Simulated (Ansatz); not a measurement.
# Response of MoS$_{2}$ to small distortions

```xyz
3
Lattice="1.5815 0.9131 6.1233 -1.5815 0.9131 6.1233 0.0000 -1.8262 6.1233" Properties=species:S:1:pos:R:3 pbc="T T T"
Mo    0.0000    0.0000    0.0000
S     0.0000    0.0000   13.7481
S     0.0000    0.0000   10.7446
```

Atoms are numbered in the order listed.

The cell comes from COD entry 9007661, which wasn't checked; take it as a given geometry.

Computed with Ansatz 0.2.0, DFT, PBE, PAW with Ansatz's default frozen-core files, scalar-relativistic.

Numerical set-up: a Γ-centred 13×13×13 k mesh, Fermi–Dirac smearing of 0.05 eV, cutoff 420 eV, no spin polarisation.

The unchanged cell is at 9.27 GPa.

Semilocal functionals give too small gaps.

x, y and z are the Cartesian axes of the cell as listed; fractional coordinates follow a strain, and an engineering shear is twice the off-diagonal strain component.

Problem. One change gave: energy change +2.3 meV/atom; stress change (xx, yy, zz, yz, xz, xy) 0.03, 0.08, 0.05, -1.53, -1.55, -0.90 GPa, compression positive; change of the force on S2 (-0.205, -0.162, 0.010) eV/Å; gap on the k mesh 0.74 → 0.73 eV. Which change was it?
A. equal xy, yz and zx engineering shear strains of +2 %
B. equal xy, yz and zx engineering shear strains of -1 %
C. equal xy, yz and zx engineering shear strains of +3 %
D. equal xy, yz and zx engineering shear strains of -2 %
E. equal xy, yz and zx engineering shear strains of -3 %
F. equal xy, yz and zx engineering shear strains of +1 %

Solution. F. For equal xy, yz and zx engineering shear strains of -2 %: energy change +9.4 meV/atom; stress change (xx, yy, zz, yz, xz, xy) 0.26, 0.21, 0.21, 3.15, 3.20, 1.88 GPa, compression positive; change of the force on S2 (0.446, 0.342, 0.042) eV/Å; gap on the k mesh 0.74 → 0.72 eV. For equal xy, yz and zx engineering shear strains of +3 %: energy change +20.1 meV/atom; stress change (xx, yy, zz, yz, xz, xy) 0.42, 0.61, 0.45, -4.52, -4.56, -2.63 GPa, compression positive; change of the force on S2 (-0.584, -0.473, 0.090) eV/Å; gap on the k mesh 0.74 → 0.70 eV. For equal xy, yz and zx engineering shear strains of -3 %: energy change +21.3 meV/atom; stress change (xx, yy, zz, yz, xz, xy) 0.56, 0.51, 0.47, 4.76, 4.84, 2.85 GPa, compression positive; change of the force on S2 (0.689, 0.523, 0.096) eV/Å; gap on the k mesh 0.74 → 0.70 eV. For equal xy, yz and zx engineering shear strains of -1 %: energy change +2.3 meV/atom; stress change (xx, yy, zz, yz, xz, xy) 0.07, 0.04, 0.05, 1.56, 1.58, 0.93 GPa, compression positive; change of the force on S2 (0.217, 0.168, 0.010) eV/Å; gap on the k mesh 0.74 → 0.73 eV. For equal xy, yz and zx engineering shear strains of +2 %: energy change +9.0 meV/atom; stress change (xx, yy, zz, yz, xz, xy) 0.18, 0.28, 0.20, -3.04, -3.07, -1.78 GPa, compression positive; change of the force on S2 (-0.399, -0.320, 0.040) eV/Å; gap on the k mesh 0.74 → 0.72 eV.
